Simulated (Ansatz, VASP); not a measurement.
# WC in VASP and in Ansatz

File INCAR:

```
ALGO = Normal
EDIFF = 1E-7
ENCUT = 520
GGA = PS
ISIF = 2
ISMEAR = -1
LASPH = True
LCHARG = False
LREAL = False
LWAVE = False
NBANDS = 16
NELM = 60
PREC = Accurate
SIGMA = 0.05
```

The input KPOINTS:

```
k-points
0
Gamma
  13 13 12
```

POSCAR

```
WC
1.0
    2.9295064504      0.0000000000      0.0000000000
   -1.4647532252      2.5370270066      0.0000000000
    0.0000000000      0.0000000000      2.8290000000
W C
1 1
Direct
    0.0000000000      0.0000000000      0.0000000000
    0.6666666667      0.3333333333      0.5000000000
```

Input for Ansatz:

```yaml
crystal:
  lattice:
    - [2.9295064504, 0.0, 0.0]
    - [-1.4647532252, 2.5370270066, 0.0]
    - [0.0, 0.0, 2.829]
  atoms:
    - { symbol: W, position: [0.0, 0.0, 0.0] }
    - { symbol: C, position: [0.6666666667, 0.3333333333, 0.5] }
kpoints:
  mp_grid: { grid: [13, 13, 12] }
  band_path:
    path:
      - [0.0, 0.0, 0.0]
      - [0.5, 0.0, 0.0]
      - [0.3333333333, 0.3333333333, 0.0]
      - [0.0, 0.0, 0.0]
      - [0.0, 0.0, 0.5]
      - [0.5, 0.0, 0.5]
      - [0.3333333333, 0.3333333333, 0.5]
      - [0.0, 0.0, 0.5]
      - [0.5, 0.0, 0.5]
    npoints: 5
scf:
  occupations: { method: fermi_dirac, width: 0.05 }
hamiltonian:
  xc: pbesol
  pseudopotentials: { kind: all_electron, lapw: { basis_error: 0.001 } }
output:
  forces: true
  stress: true
  eigenvalues: true
```

Change from the starting cell: equal xx and yy strain of +1 %.

Alike in both runs: task single point; functional PBEsol; k mesh 13 × 13 × 12; occupations fermi-dirac, width 0.05 eV; no spin polarisation.

|  | VASP | Ansatz |
| --- | --- | --- |
| version | VASP 6.6.1 | Ansatz 0.2.0 |
| potentials or method | VASP PAW PBE potentials, release 64 (W_sv, C) | all-electron LAPW, scalar-relativistic |
| plane-wave cutoff (eV) | 520 | see its input |

|  | VASP | Ansatz | Ansatz less VASP |
| --- | --- | --- | --- |
| pressure (GPa) | -7.0 | -8.1 | -1.10 |
| largest component of the traceless stress (GPa) | 3.87 | 3.62 | -0.246 |

Ansatz ran all-electron here, so the differences hold the error of VASP's frozen core and of both bases.

Caveats: the PAW data sets were made with another functional, which shifts forces and pressure a little (VASP). The runs have no spin-orbit coupling, so splittings on W are missing.
